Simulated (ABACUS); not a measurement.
Crystal: GaAs.

```xyz
2
Lattice="0.0000 2.8268 2.8268 2.8268 0.0000 2.8268 2.8268 2.8268 0.0000" Properties=species:S:1:pos:R:3 pbc="T T T"
As    4.2403    4.2403    4.2403
Ga    0.0000    0.0000    0.0000
```

Base run:

```yaml
Program: ABACUS 3.10.1
Functional: BLYP
Potentials_or_basis: SG15 ONCV 1.2 PBE
Cutoff: 1143 eV
Density_cutoff: 4572 eV
Basis: plane waves
k_mesh: 6 × 6 × 6
Occupations: fermi-dirac, width 0.05 eV
Spin: no spin polarisation
```

Its results: band gap on the k mesh 0.48 eV, direct; pressure 6.0 GPa.

Question: The run is repeated on the same cell with these changes: functional from BLYP to SCAN; cutoff from 1143 eV to 1320 eV; density cutoff from 4572 eV to 5279 eV; k mesh from 6 × 6 × 6 to 5 × 5 × 5. What comes out?

Answer: Band gap on the k mesh 0.44 eV, direct; pressure -0.6 GPa.

Several settings changed at once, so the effect can't be laid on one alone.

Caveats: the potentials were made for another functional, which shifts forces and pressure.

